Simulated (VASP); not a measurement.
Calculation: PBEsol GGA, VASP's PBE PAW potentials (set 64) (plane waves; VASP).

A VASP calculation is set up with these files.

**INCAR**
```
ALGO  =  Normal
EDIFF  =  1E-6
EDIFFG  =  -0.02
ENCUT  =  620
GGA  =  PS
IBRION  =  2
ISIF  =  3
ISMEAR  =  0
LASPH  =  .TRUE.
LCHARG  =  .FALSE.
LREAL  =  .FALSE.
LWAVE  =  .FALSE.
NELM  =  100
NSW  =  40
PREC  =  Accurate
PSTRESS  =  100
SIGMA  =  0.05
SYSTEM  =  Li2O
```

File POSCAR:
```
Li2O
1.0
  0.0000000000   2.2159309950   2.2159309950
  2.2159309950   0.0000000000   2.2159309950
  2.2159309950   2.2159309950   0.0000000000
Li O
2 1
Cart
  1.1079654975   1.1079654975   1.1079654975
  3.3238964925   3.3238964925   3.3238964925
  0.0000000000   0.0000000000   0.0000000000
```

File KPOINTS:
```
Automatic mesh
0
Gamma
 9 9 9
```

POTCAR, in this order: Li_sv O (PBE.64 set). Program: vasp_std.

The resulting files:

**OUTCAR**
```
 ion  position               nearest neighbor table
   1  0.250  0.250  0.250-   3 1.92   3 1.92   3 1.92   3 1.92   2 2.22   2 2.22   2 2.22   2 2.22
                             2 2.22   2 2.22
   2  0.750  0.750  0.750-   3 1.92   3 1.92   3 1.92   3 1.92   1 2.22   1 2.22   1 2.22   1 2.22
                             1 2.22   1 2.22
   3  0.000  0.000  0.000-   2 1.92   2 1.92   2 1.92   1 1.92   2 1.92   1 1.92   1 1.92   1 1.92
  LATTYP: Found a face centered cubic cell.
 ALAT       =     4.4318619900
 Subroutine PRICEL returns:
 Original cell was already a primitive cell.
 Subroutine GETGRP returns: Found 48 space group operations
The static configuration has the point symmetry O_h .
The dynamic configuration has the point symmetry O_h .
 Subroutine INISYM returns: Found 48 space group operations
 Subroutine IBZKPT returns following result:
 Found     35 irreducible k-points:

 Following reciprocal coordinates:
            Coordinates               Weight
  0.000000  0.000000  0.000000      1.000000
  0.111111  0.000000  0.000000      8.000000
  0.222222  0.000000  0.000000      8.000000
  0.333333  0.000000  0.000000      8.000000
  0.444444  0.000000  0.000000      8.000000
  0.111111  0.111111  0.000000      6.000000
  0.222222  0.111111  0.000000     24.000000
  0.333333  0.111111  0.000000     24.000000
  0.444444  0.111111  0.000000     24.000000
 -0.444444  0.111111  0.000000     24.000000
 -0.333333  0.111111  0.000000     24.000000
 -0.222222  0.111111  0.000000     24.000000
 -0.111111  0.111111  0.000000     12.000000
  0.222222  0.222222  0.000000      6.000000
  0.333333  0.222222  0.000000     24.000000
  0.444444  0.222222  0.000000     24.000000
 -0.444444  0.222222  0.000000     24.000000
 -0.333333  0.222222  0.000000     24.000000
 -0.222222  0.222222  0.000000     12.000000
  0.333333  0.333333  0.000000      6.000000
  0.444444  0.333333  0.000000     24.000000
...
```

OSZICAR:
```
       N       E                     dE             d eps       ncg     rms          rms(c)
DAV:   1     0.453874859661E+02    0.45387E+02   -0.71018E+03   700   0.148E+03
DAV:   2    -0.112012053819E+02   -0.56589E+02   -0.53613E+02   830   0.257E+02
DAV:   3    -0.162665824650E+02   -0.50654E+01   -0.50487E+01  1246   0.660E+01
DAV:   4    -0.163198993021E+02   -0.53317E-01   -0.53233E-01   920   0.793E+00
DAV:   5    -0.163203098480E+02   -0.41055E-03   -0.41053E-03  1028   0.533E-01    0.712E+00
DAV:   6    -0.147072644310E+02    0.16130E+01   -0.81075E+00   704   0.189E+01    0.263E+00
DAV:   7    -0.146814936795E+02    0.25771E-01   -0.17128E-01   802   0.392E+00    0.146E+00
DAV:   8    -0.146758769671E+02    0.56167E-02   -0.60783E-02   724   0.303E+00    0.320E-01
DAV:   9    -0.146750472171E+02    0.82975E-03   -0.82873E-03   924   0.844E-01    0.110E-01
DAV:  10    -0.146753114722E+02   -0.26426E-03   -0.81609E-04   762   0.307E-01    0.473E-02
DAV:  11    -0.146752929036E+02    0.18569E-04   -0.55315E-05   904   0.104E-01    0.894E-03
DAV:  12    -0.146752924889E+02    0.41470E-06   -0.34515E-06   908   0.226E-02
   1 F= -.13317016E+02 E0= -.13317016E+02  d E =-.133170E+02
```

### OUTCAR
```
------------------------ aborting loop because EDIFF is reached ----------------------------------------
  FORCE on cell =-STRESS in cart. coord.  units (eV):
  Direction    XX          YY          ZZ          XY          YZ          ZX
  --------------------------------------------------------------------------------------
  Total        1.3651389      1.3651389      1.3651389      0.0000000      0.0000000      0.0000000
  in kB      100.5052438    100.5052438    100.5052438      0.0000000      0.0000000      0.0000000
  external PRESSURE =       0.5052438 kB  Pullay stress =     100.0000000 kB
  volume of cell :       21.76
      direct lattice vectors                 reciprocal lattice vectors
     0.000000000  2.215930995  2.215930995    -0.225638795  0.225638795  0.225638795
     2.215930995  0.000000000  2.215930995     0.225638795 -0.225638795  0.225638795
     2.215930995  2.215930995  0.000000000     0.225638795  0.225638795 -0.225638795
 POSITION                                       TOTAL-FORCE (eV/Angst)
 -----------------------------------------------------------------------------------
      1.10797      1.10797      1.10797         0.000000      0.000000     -0.000000
      3.32390      3.32390      3.32390        -0.000000     -0.000000      0.000000
      0.00000      0.00000      0.00000         0.000000      0.000000      0.000000
 -----------------------------------------------------------------------------------
    total drift:                                0.000000      0.000000      0.000000
  FREE ENERGIE OF THE ION-ELECTRON SYSTEM (eV)
  ---------------------------------------------------
  free  energy   TOTEN  =       -14.6752924889 eV

  energy  without entropy=      -14.6752924889  energy(sigma->0) =      -14.67529249
  enthalpy is  TOTEN    =       -13.3170162301 eV   P V=        1.3582762587

 reached required accuracy - stopping structural energy minimisation
```
(Selected blocks of OUTCAR.)

The compound is Li2O in the antifluorite structure. It was relaxed first under an external pressure of 10 GPa.
